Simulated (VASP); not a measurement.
Crystal: Li2O.

```xyz
3
Lattice="0.0000 2.3050 2.3050 2.3050 0.0000 2.3050 2.3050 2.3050 0.0000" Properties=species:S:1:pos:R:3 pbc="T T T"
Li    1.1525    1.1525    1.1525
Li    3.4575    3.4575    3.4575
O     0.0000    0.0000    0.0000
```

```yaml
Program: VASP 6.6.1
Task: relaxation of cell and atoms
Functional: LDA
Potentials_or_basis: VASP PAW LDA potentials, release 64 (Li_sv, O)
Cutoff: 600 eV
k_mesh: 8 × 8 × 8
Occupations: gaussian, width 0.02 eV
Spin: no spin polarisation
```

At the start: pressure -6.5 GPa; volume 8.16 Å³/atom.

Q: Where does the relaxation end?

A: Over 4 steps the energy falls by 14.1 meV/atom and the volume is 7.52 Å³/atom (-7.9 %); space group Fm-3m (No. 225, to 0.05 Å).

The path:
```
step  energy change (eV)  largest force (eV/Å)  pressure (GPa)  volume (Å³)
   1              0.0000                0.0000           -6.54        24.49
   2             -0.0349                0.0000           -2.95        23.33
   3             -0.0422                0.0000           -0.20        22.61
   4             -0.0422                0.0000            0.00        22.56
```

Final structure:
```xyz
3
Lattice="0.0000 2.2427 2.2427 2.2427 0.0000 2.2427 2.2427 2.2427 0.0000" Properties=species:S:1:pos:R:3 pbc="T T T"
Li    1.1214    1.1214    1.1214
Li    3.3641    3.3641    3.3641
O     0.0000    2.2427    2.2427
```

Caveat: the cutoff is under 1.25 times the usual one of these potentials, so pressure, stress and relaxed cells hold a basis-set (Pulay) error.
